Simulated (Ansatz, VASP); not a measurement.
# Hf13Si3O32 (random alloy of the tetragonal HfO2 with Si on Hf sites line, x = 0.1875): VASP beside Ansatz, part 2 of 2

Aim: how closely do two programs agree when they are given the same cell, functional and k mesh? Of the first pair: The structure shown is the start of the Ansatz relaxation below; VASP solves that cell, so the two are compared at the walk's first step.

VASP 6.6.1 and Ansatz 0.2.0.

So far. Step 3 (VASP: single point, RPBE, start cell, pair 1): The run ends at a pressure of 4.33 GPa, with forces up to 3.6 eV/Å.

### 6. VASP: single point, RPBE, relaxed cell, pair 2

Level of this step: RPBE; plane waves and PAW (Hf_pv, O, Si) (VASP).

The same cell, functional and mesh now go to VASP, with its own data sets.

File INCAR:

```
SYSTEM = Hf13Si3O32
PREC = Accurate
ENCUT = 600
EDIFF = 1E-06
NELM = 120
ISMEAR = 0
SIGMA = 0.01
LREAL = Auto
ALGO = Normal
GGA = RP
NBANDS = 408
LASPH = .TRUE.
LORBIT = 11
LWAVE = .FALSE.
LCHARG = .FALSE.
ISIF = 2
GGA_COMPAT = .FALSE.
EFERMI = MIDGAP
NCORE = 2
```

File POSCAR:

```
Hf13Si3O32
1.0
   10.0364780000      0.0625960000     -0.0029850000
    0.0625960000     10.2816580000      0.0858310000
   -0.0030740000      0.0884180000     10.7560390000
Hf O Si
26 64 6
Direct
    0.2296500000      0.3668500000      0.1341200000
    0.2448400000      0.1057100000      0.3784200000
    0.9818100000      0.3682900000      0.3950500000
    0.2779000000      0.3717300000      0.6099200000
    0.0293800000      0.1396400000      0.6445400000
    0.0136700000      0.3799600000      0.8659600000
    0.2087900000      0.8774200000      0.1325500000
    0.2435100000      0.6010500000      0.3644600000
    0.9802300000      0.8752100000      0.3986000000
    0.2886900000      0.8789000000      0.6088700000
    0.2347300000      0.6804200000      0.8583600000
    0.0159700000      0.6273800000      0.6189100000
    0.7412700000      0.3573800000      0.1305100000
    0.7299300000      0.1149300000      0.3651000000
    0.4801800000      0.1298000000      0.1035500000
    0.7756600000      0.1217500000      0.9120400000
    0.5272100000      0.1495800000      0.6245300000
    0.4951000000      0.4012300000      0.8781800000
    0.7395800000      0.8488500000      0.1333700000
    0.7389000000      0.6018400000      0.3693100000
    0.4627800000      0.6375400000      0.0966200000
    0.4947000000      0.8372900000      0.3605900000
    0.7708700000      0.9097300000      0.6388100000
    0.7573900000      0.6076600000      0.9047000000
    0.5292500000      0.6360100000      0.6331800000
    0.5147700000      0.9003400000      0.8590000000
    0.0877500000      0.0190000000      0.0677500000
    0.1377900000      0.9513500000      0.3026300000
    0.3796100000      0.9695500000      0.4464500000
    0.3510600000      0.0157400000      0.1966700000
[... 60 atom lines left out ...]
    0.9948400000      0.1127000000      0.1532000000
    0.2683400000      0.1608800000      0.8632300000
    0.9862800000      0.5972000000      0.1342300000
    0.9554600000      0.8614600000      0.8724800000
    0.4919300000      0.3540200000      0.3604700000
    0.7602400000      0.3926700000      0.6342600000
```

File KPOINTS:

```
Automatic mesh
0
Gamma
1 1 1
0 0 0
```

PAW data sets: Hf_pv, O and Si (PBE family, release 64).

Run with:

```sh
$ mpirun -np 8 vasp_gam
```

The log of the run:

```text
[banner, memory and clock lines left out]
running    8 mpi-ranks, on    1 nodes
[...]
[... a notice as in an earlier step ...]

 LDA part: xc-table for (Slater+PW92), standard interpolation
 POSCAR, INCAR and KPOINTS ok, starting setup
[...]
entering main loop
       N       E                     dE             d eps       ncg     rms          rms(c)
DAV:   1     0.718155534320E+04    0.71816E+04   -0.46361E+05   816   0.193E+03
DAV:   2    -0.392615191991E+03   -0.75742E+04   -0.72682E+04  1040   0.510E+02
DAV:   3    -0.103382427563E+04   -0.64121E+03   -0.63671E+03   952   0.134E+02
DAV:   4    -0.104935689765E+04   -0.15533E+02   -0.15468E+02   968   0.218E+01
[...]
DAV:  18    -0.886318029849E+03   -0.17402E-05   -0.36404E-06   744   0.332E-03    0.816E-03
DAV:  19    -0.886318031025E+03   -0.11767E-05   -0.98145E-07   560   0.172E-03    0.259E-03
DAV:  20    -0.886318031313E+03   -0.28775E-06   -0.25268E-07   552   0.810E-04
   1 F= -.88631803E+03 E0= -.88631803E+03  d E =0.000000E+00
```

OUTCAR, selected parts (step 6):

```text
  FREE ENERGIE OF THE ION-ELECTRON SYSTEM (eV)
  ---------------------------------------------------
  free  energy   TOTEN  =      -886.3180313130 eV

  energy  without entropy=     -886.3180313130  energy(sigma->0) =     -886.31803131
```

The run ends at a pressure of -2.75 GPa, with forces up to 0.19 eV/Å.

### 7. Side by side

What differs besides the data sets and the points named for the pairs above, as far as they apply: the data sets hold 1084 valence electrons in Ansatz (on its default PAW (the set named soft_2) files) and 668 in VASP; the cutoff is 420 eV in Ansatz and 600 eV in VASP (PREC = Accurate, projectors in real space). Total energies have different zeros and are not compared.

The two programs side by side:

| quantity | Ansatz | VASP | difference |
| --- | --- | --- | --- |
| pressure (GPa) | 0.00 | -2.75 | +2.75 |
| gap on the k mesh (eV) | 4.428 | 4.377 | +0.051 |

Forces on 7 of the 96 atoms, those with the largest forces and the largest differences (eV/Å; atoms numbered as in POSCAR):

| atom | Ansatz x, y, z | VASP x, y, z |
| --- | --- | --- |
| Hf5 | -0.002, 0.000, 0.005 | 0.125, 0.026, 0.054 |
| O27 | -0.001, 0.000, 0.000 | 0.113, -0.139, 0.053 |
| O36 | -0.002, -0.002, -0.005 | -0.118, 0.027, -0.128 |
| O63 | 0.000, -0.001, 0.000 | -0.117, 0.011, -0.069 |
| O65 | 0.000, 0.001, -0.001 | 0.055, -0.120, 0.038 |
| O79 | 0.000, 0.001, 0.000 | -0.122, 0.026, -0.063 |
| O88 | 0.000, 0.004, 0.002 | -0.089, -0.092, 0.044 |

The forces differ by 49 meV/Å r.m.s., where the r.m.s. force is 0.001 eV/Å in Ansatz and 0.049 eV/Å in VASP: the atoms lie near their places of rest in Ansatz, so a percentage would say little (all taken over all components). A gap on the mesh is an upper bound, since the band edges may lie between its points; neither run holds spin-orbit coupling, which can move the band edges of a compound of Hf.

### 8. Results

```yaml
r_m_s_force_difference_single_point_rpbe_start_cell_pair_1: 4.8 % of the r.m.s. force
r_m_s_force_difference_single_point_rpbe_relaxed_cell_pair_2: 49 meV/Å
difference_in_pressure_single_point_rpbe_relaxed_cell_pair_2: 2.8 GPa
difference_in_gap_on_the_k_mesh_single_point_rpbe_relaxed_cell_pair_2: 0.051 eV
```

In words: The r.m.s. force difference is 49 meV/Å (single point, RPBE, relaxed cell, pair 2), beyond the 12 meV/Å picked in this series as the mark of a large difference. The data sets hold unlike numbers of valence electrons (1084 in Ansatz and 668 in VASP), so part of the differences may come from the potentials. What causes the difference of the single point, RPBE, start cell, pair 1 pair stays open here. By the marks of this series, far apart in the single point, RPBE, relaxed cell, pair 2 pair: the r.m.s. force difference, 49 meV/Å and the difference in pressure, 2.8 GPa. What causes the difference of the single point, RPBE, relaxed cell, pair 2 pair stays open here. How closely two codes agree says nothing of how well the functional describes the real material.

[Lines on the potential files, build, host, timing and source positions are cut from VASP's logs without a mark.]

[Logs are printed without paths, hosts, clocks, repeated set-up lines and the standing remarks that a program may print on its own settings, such as how far it seeks lower states.]

[Hosts, paths, dates, database ids (printed as entryN), source tags and the programs' standing remarks are cut or masked in the printed files.]
